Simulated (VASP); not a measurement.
Crystal: Re.

```
Re
1.0
     0.00000    2.02632    2.02632
     2.02632    0.00000    2.02632
     2.02632    2.02632    0.00000
Re
1
Direct
  0.00000 0.00000 0.00000
```

This isn't the form of Re at room conditions, which is hcp.

The cell isn't the ideal one: cell and atoms relaxed from 1.08 times the given volume.

- Program: VASP 6.6.1
- Task: relaxation of cell and atoms
- Functional: r2SCAN
- Potentials or basis: VASP PAW PBE potentials, release 64 (Re)
- Cutoff: 600 eV
- k mesh: 14 × 14 × 14
- Occupations: fermi-dirac, width 0.05 eV
- Spin: no spin polarisation

At the start: pressure -36.1 GPa; volume 16.64 Å³/atom.

Q: How do energy, volume and symmetry change on relaxing?

A: Over 5 steps the energy falls by 237.4 meV/atom and the volume is 14.76 Å³/atom (-11.3 %); space group Fm-3m (No. 225, to 0.05 Å).

The path:
```csv
step,energy change (eV),largest force (eV/Å),pressure (GPa),volume (Å³)
1,0.0000,0.0000,-36.08,16.64
2,5.7105,0.0000,510.41,9.15
3,-0.2246,0.0000,-9.94,15.16
4,-0.2347,0.0000,-4.63,14.94
5,-0.2374,0.0000,0.05,14.76
```

Final structure:
```
Re
1.0
     0.00000    1.94672    1.94672
     1.94672    0.00000    1.94672
     1.94672    1.94672    0.00000
Re
1
Direct
  0.00000 0.00000 0.00000
```

Caveat: the PAW data sets were made with another functional, which shifts forces and pressure a little.
